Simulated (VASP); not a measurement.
# MgO (Fm-3m) in VASP: G0W0 quasiparticle levels with LDA

Aim: the G0W0 quasiparticle levels of MgO with LDA.

All numbers are computed with VASP 6.6.1; they aren't measurements. Logs are shortened: lines on timing, memory, paths and dates and some standing lists are left out, and cuts for length are marked.

## 1. The crystal as given

Symmetry: Fm-3m, No. 225, cubic system. Conventional cell: a = 4.194 Å, b = 4.194 Å, c = 4.194 Å, α = 90.00°, β = 90.00°, γ = 90.00°. Mg (site symmetry m-3m) has 6 O at 2.10 Å as nearest neighbours. Around O (site symmetry m-3m) lie 6 Mg at 2.10 Å.

The cell is a database's computed one.

## 2. G0W0 quasiparticle levels, LDA

Contents of POSCAR:

```
MgO
1.0
    0.0000000000      2.0970013927      2.0970013927
    2.0970013927      0.0000000000      2.0970013927
    2.0970013927      2.0970013927      0.0000000000
Mg O
1 1
Direct
    0.0000000000      0.0000000000      0.0000000000
    0.5000000000      0.5000000000      0.5000000000
```

Contents of INCAR.step1:

```
SYSTEM = MgO
PREC = Accurate
ENCUT = 500
EDIFF = 1E-8
ISMEAR = 0
SIGMA = 0.01
LREAL = .False.
LASPH = .True.
NELM = 60
ALGO = Normal
LWAVE = .True.
LCHARG = .False.
KPAR = 4
```

Contents of INCAR.step2:

```
SYSTEM = MgO
PREC = Accurate
ENCUT = 500
EDIFF = 1E-8
ISMEAR = 0
SIGMA = 0.01
LREAL = .False.
LASPH = .True.
NELM = 1
ALGO = Exact
LWAVE = .True.
LCHARG = .False.
NBANDS = 122
LOPTICS = .True.
ISTART = 1
KPAR = 4
```

Contents of INCAR.step3:

```
SYSTEM = MgO
PREC = Accurate
ENCUT = 500
EDIFF = 1E-8
ISMEAR = 0
SIGMA = 0.01
LREAL = .False.
LASPH = .True.
ALGO = EVGW0
LWAVE = .False.
LCHARG = .False.
NELMGW = 1
NBANDS = 122
ENCUTGW = 200
NOMEGA = 50
PRECFOCK = Fast
ISTART = 1
NBANDSGW = 12
KPAR = 4
```

Contents of KPOINTS:

```
Automatic mesh
0
Gamma
  6 6 6
  0 0 0
```

Potentials or basis: VASP PAW LDA potentials, release 64 (Mg_GW, O_GW).

Command:

```sh
$ cat potpaw_LDA.64/Mg_GW/POTCAR potpaw_LDA.64/O_GW/POTCAR > POTCAR
$ cp INCAR.step1 INCAR
$ mpirun -np 4 vasp_std > vasp.out
$ cp INCAR.step2 INCAR
$ mpirun -np 4 vasp_std > vasp.out
$ cp INCAR.step3 INCAR
$ mpirun -np 4 vasp_std > vasp.out
```

OUTCAR:

```text
SYSTEM = MgO
   PREC = Accurate
   ENCUT = 500
   EDIFF = 1E-8
   ISMEAR = 0
   LREAL = .False.
   LASPH = .True.
   NELMGW = 1
   ENCUTGW = 200
   PRECFOCK = Fast
   ISTART = 1

 ion  position               nearest neighbor table
   1  0.000  0.000  0.000-   2 2.10   2 2.10   2 2.10   2 2.10   2 2.10   2 2.10
   2  0.500  0.500  0.500-   1 2.10   1 2.10   1 2.10   1 2.10   1 2.10   1 2.10

  LATTYP: Found a face centered cubic cell.
 ALAT       =     4.1940027854

  Lattice vectors:

 A1 = (   0.0000000000,   2.0970013927,   2.0970013927)
 A2 = (   2.0970013927,   0.0000000000,   2.0970013927)
 A3 = (   2.0970013927,   2.0970013927,   0.0000000000)

Analysis of symmetry for initial positions (statically):
=====================================================================
 Subroutine PRICEL returns:
 Original cell was already a primitive cell.

 Routine SETGRP: Setting up the symmetry group for a
 face centered cubic supercell.

 Subroutine GETGRP returns: Found 48 space group operations
 (whereof 48 operations were pure point group operations)
 out of a pool of 48 trial point group operations.

The static configuration has the point symmetry O_h .

Analysis of symmetry for dynamics (positions and initial velocities):
=====================================================================
 Subroutine PRICEL returns:
 Original cell was already a primitive cell.

 Routine SETGRP: Setting up the symmetry group for a
 face centered cubic supercell.

 Subroutine GETGRP returns: Found 48 space group operations
 (whereof 48 operations were pure point group operations)
 out of a pool of 48 trial point group operations.

The dynamic configuration has the point symmetry O_h .

 Subroutine INISYM returns: Found 48 space group operations
 (whereof 48 operations are pure point group operations),
 and found     1 'primitive' translations

----------------------------------------------------------------------------------------

                                     Primitive cell

  volume of cell :      18.4428

  direct lattice vectors                    reciprocal lattice vectors
     0.000000000  2.097001393  2.097001393    -0.238435702  0.238435702  0.238435702
     2.097001393  0.000000000  2.097001393     0.238435702 -0.238435702  0.238435702
     2.097001393  2.097001393  0.000000000     0.238435702  0.238435702 -0.238435702

  length of vectors
     2.965607810  2.965607810  2.965607810     0.412982751  0.412982751  0.412982751

  position of ions in fractional coordinates (direct lattice)
     0.000000000  0.000000000  0.000000000
     0.500000000  0.500000000  0.500000000

  ion indices of the primitive-cell ions
   primitive index   ion index
                 1           1
                 2           2

----------------------------------------------------------------------------------------

 KPOINTS: Automatic mesh

Automatic generation of k-mesh.
 Grid dimensions read from file:
 generate k-points for:    6    6    6

 Generating k-lattice:

  Cartesian coordinates                     Fractional coordinates (reciprocal lattice)
    -0.039739284  0.039739284  0.039739284     0.166666667  0.000000000  0.000000000
     0.039739284 -0.039739284  0.039739284     0.000000000  0.166666667  0.000000000
     0.039739284  0.039739284 -0.039739284     0.000000000  0.000000000  0.166666667

  Length of vectors
     0.068830458  0.068830458  0.068830458

  Shift w.r.t. Gamma in fractional coordinates (k-lattice)
     0.000000000  0.000000000  0.000000000

 Subroutine IBZKPT returns following result:
 ===========================================

 Found     16 irreducible k-points:

 Following reciprocal coordinates:
            Coordinates               Weight
  0.000000  0.000000  0.000000      1.000000
  0.166667  0.000000  0.000000      8.000000
  0.333333  0.000000  0.000000      8.000000
  0.500000  0.000000  0.000000      4.000000
  0.166667  0.166667  0.000000      6.000000
  0.333333  0.166667  0.000000     24.000000
[... 8 lines left out ...]
 -0.333333  0.333333  0.166667     24.000000
 -0.333333  0.500000  0.166667     12.000000
   k-points           NKPTS =     16   k-points in BZ     NKDIM =    216   number of bands    NBANDS=    122
   number of dos      NEDOS =    301   number of ions     NIONS =      2
   total plane-waves  NPLWV =  13824
   dimension x,y,z NGX =    24 NGY =   24 NGZ =   24
   dimension x,y,z NGXF=    48 NGYF=   48 NGZF=   48
   ions per type =               1   1
   NGX,Y,Z   is equivalent  to a cutoff of  13.45, 13.45, 13.45 a.u.
   NGXF,Y,Z  is equivalent  to a cutoff of  26.91, 26.91, 26.91 a.u.
 SYSTEM =  MgO
   PREC   = accura    normal or accurate (medium, high low for compatibility)
   ISTART =      1    job   : 0-new  1-cont  2-samecut
   ICHARG =      0    charge: 1-file 2-atom 10-const
   ISPIN  =      1    spin polarized calculation?
   LNONCOLLINEAR =      F non collinear calculations
   LSORBIT =      F    spin-orbit coupling
   LASPH  =      T    aspherical Exc in radial PAW
   ENCUT  =  500.0 eV  36.75 Ry    6.06 a.u.   5.41  5.41  5.41*2*pi/ulx,y,z
   NELM   =     60;   NELMIN=  2; NELMDL=  0     # of ELM steps
   EDIFF  = 0.1E-07   stopping-criterion for ELM
   LREAL  =      F    real-space projection
   EDIFFG = 0.1E-06   stopping-criterion for IOM
   NSW    =      0    number of steps for IOM
   IBRION =     -1    ionic relax: 0-MD 1-quasi-New 2-CG
   NFREE  =      0    steps in history (QN), initial steepest desc. (CG)
   ISIF   =      0    stress and relaxation
   ISYM   =      3    0-nonsym 1-usesym 2-fastsym
   POTIM  = 0.5000    time-step for ionic-motion
   TEBEG  =    0.0;   TEEND  =   0.0 temperature during run
   PSTRESS=    0.0 pullay stress
   NELECT =       8.0000    total number of electrons
   NUPDOWN=      -1.0000    fix difference up-down
   EMIN   =  10.00;   EMAX   =-10.00  energy-range for DOS
   EFERMI =   0.00;   METHOD = LEGACY
   ISMEAR =     0;   SIGMA  =   0.01  broadening in eV -4-tet -1-fermi 0-gaus
   EFERMI_NEDOS =   21; number of points for ismear=-14 and -15
   IALGO  =     38    algorithm
   IMIX   =      4    mixing-type and parameters
     AMIX     =   0.40;   BMIX     =  1.00
     AMIX_MAG =   1.60;   BMIX_MAG =  1.00
  volume/ion in A,a.u.               =       9.22        62.23
  Fermi-wavevector in a.u.,A,eV,Ry     =   1.239261  2.341864 20.895389  1.535768
  Thomas-Fermi vector in A             =   2.373752
   LORBIT       =      0    0 simple, 1 ext, 2 COOP (PROOUT), +10 PAW based schemes
   GGA     = CA    functional components
   LHFCALC =     T    Hartree Fock is set to
   PRECFOCK=fast      Normal, Fast or Accurate (Low or Medium for compatibility)
   ENCUT4O =  -1.0   cutoff for four orbital integrals eV
   NKREDX  =     1    reduce k-point grid by
   NKREDY  =     1    reduce k-point grid by
   NKREDZ  =     1    reduce k-point grid by
   AEXX    =    1.0000 exact exchange contribution
   HFSCREEN=    0.0000 screening length (either q_TF or 0.3 A-1)
   HFSCREENC=   0.0000 screening length for correlation (either q_TF or 0.3 A-1)
   ENCUTFOCK=  -1.0 apply spherical cutoff to Coloumb kernel
   IVDW    =     0    specifies the selected vdW correction
   LEPSILON=     F    determine dielectric tensor
   LRPA    =     F    only Hartree local field effects (RPA)
   LRPAFORCE           =     F    calculate RPA forces
   ENCUTGW             = 200.0    cutoff for response function in eV
   ENCUTGWSOFT         = 160.0    soft cutoff for Coulomb kernel in GW response function in eV
   ENCUTLF             =  -1.0    cutoff for local field effects
   NELMGW              =     1    number of iterations in solving QP/BSE equation
   NELMHF              =     1    number of iterations in the inner HF iteration
   NKREDLFX            =     1    NKREDLFY  =   1   NKREDLFZ  =   1
 non-spin polarized calculation
 Gauss-broadening in eV      SIGMA  =   0.01
  energy-cutoff  :      500.00
  volume of cell :       18.44
 maximum number of plane-waves:       483
 NGX is ok and might be reduce to    24
  NGX = 14; NGY = 14; NGZ = 14
   NGX = 11   NGY = 11   NGZ = 11
 maximum number of plane-waves:       127

 QP shifts <psi_nk| G(iteration)W_0 |psi_nk>: iteration 1
 for sc-GW calculations column KS-energies equals QP-energies in previous step
 and V_xc(KS)=  KS-energies - (<T + V_ion + V_H > + <T+V_H+V_ion>^1  + <V_x>^1)

 k-point   1 :       0.0000    0.0000    0.0000
  band No.  KS-energies  QP-energies   sigma(KS)   V_xc(KS)     V^pw_x(r,r')   Z            occupation Imag(sigma)

      1     -14.0994     -16.4009     -21.1850     -17.7966     -29.6056       0.6792       2.0000       1.1105
      2       2.9729       1.6566     -21.5231     -19.8412     -25.1799       0.7826       2.0000       0.0841
      3       2.9729       1.6566     -21.5231     -19.8412     -25.1799       0.7826       2.0000       0.0841
      4       2.9729       1.6566     -21.5231     -19.8412     -25.1799       0.7826       2.0000       0.0841
      5       7.7590       9.2174     -10.9924     -12.7373      -7.6369       0.8359       0.0000      -0.0602
      6      18.5773      20.2865      -7.6710      -9.7320      -3.1193       0.8294       0.0000      -0.1035
      7      18.5773      20.2865      -7.6710      -9.7320      -3.1193       0.8294       0.0000      -0.1035
      8      18.5773      20.2865      -7.6710      -9.7320      -3.1193       0.8294       0.0000      -0.1035
      9      22.6393      23.4755      -7.4749      -8.5635      -1.7229       0.7681       0.0000      -0.4588
     10      24.2940      26.2566      -8.1377     -10.5192      -3.2758       0.8241       0.0000      -0.1703
     11      24.2940      26.2566      -8.1377     -10.5192      -3.2758       0.8241       0.0000      -0.1703
     12      26.8234      28.9098      -7.7101     -10.3434      -1.9141       0.7923       0.0000      -0.4478

 k-point   2 :       0.1667    0.0000    0.0000
  band No.  KS-energies  QP-energies   sigma(KS)   V_xc(KS)     V^pw_x(r,r')   Z            occupation Imag(sigma)
[... 225 lines left out ...]
      1     -12.3920     -14.8813     -22.9170     -19.4839     -31.1572       0.7251       2.0000       1.0310
      2      -0.6989      -2.3926     -18.0428     -15.8330     -22.0174       0.7665       2.0000       0.1064
      3       0.6544      -0.9296     -19.1136     -17.0690     -22.9339       0.7747       2.0000       0.0941
      4       1.2457      -0.2620     -19.7647     -17.8225     -23.5681       0.7763       2.0000       0.0920
      5      13.3749      15.0391      -9.5920     -11.6005      -5.4845       0.8286       0.0000      -0.0745
      6      14.2567      16.2356      -9.0167     -11.3937      -4.8613       0.8325       0.0000      -0.0715
      7      15.3654      17.3701     -12.2588     -14.7915      -7.6644       0.7915       0.0000      -0.0924
      8      19.3287      21.2740      -9.3112     -11.7444      -4.2152       0.7995       0.0000      -0.1729
      9      22.9462      24.8800      -9.5698     -12.0536      -3.8693       0.7786       0.0000      -0.3176
     10      27.4390      29.1490      -8.0630     -10.1755      -2.3593       0.8095       0.0000      -0.5744
     11      29.0879      31.3445      -9.0301     -11.6978      -3.5812       0.8459       0.0000      -0.6298
     12      31.1861      33.5071      -9.7152     -12.4661      -3.7485       0.8438       0.0000      -0.8288
```

Wall time 49 s (4 MPI ranks of Intel Xeon 6975P-C (Granite Rapids), shared host); peak memory 0.42 GiB.

Results:

```yaml
Band_gap_on_the_k_mesh_mean-field_level: 4.79 eV, direct
Quasiparticle_gap: 7.56 eV
Least_direct_quasiparticle_gap: 7.56 eV
```

Levels at points of the mesh, in eV from the valence-band top:
```csv
k point,band 1,band 2,band 3,band 4,band 5,band 6,band 7,band 8
"(0.00, 0.00, 0.00)",-17.07,0.00,0.00,0.00,4.79,15.60,15.60,15.60
"(0.50, 0.00, 0.00)",-15.69,-4.76,-0.68,-0.68,7.82,12.55,16.09,16.09
"(0.50, 0.50, 0.00)",-15.41,-4.21,-1.39,-1.39,8.91,9.84,13.03,18.77
```

Caveat: the k mesh is coarse (spacing up to 0.43 Å⁻¹), so the values aren't converged; bands, screening cutoff and mesh are small and nothing is extrapolated, so the quasiparticle values aren't converged.
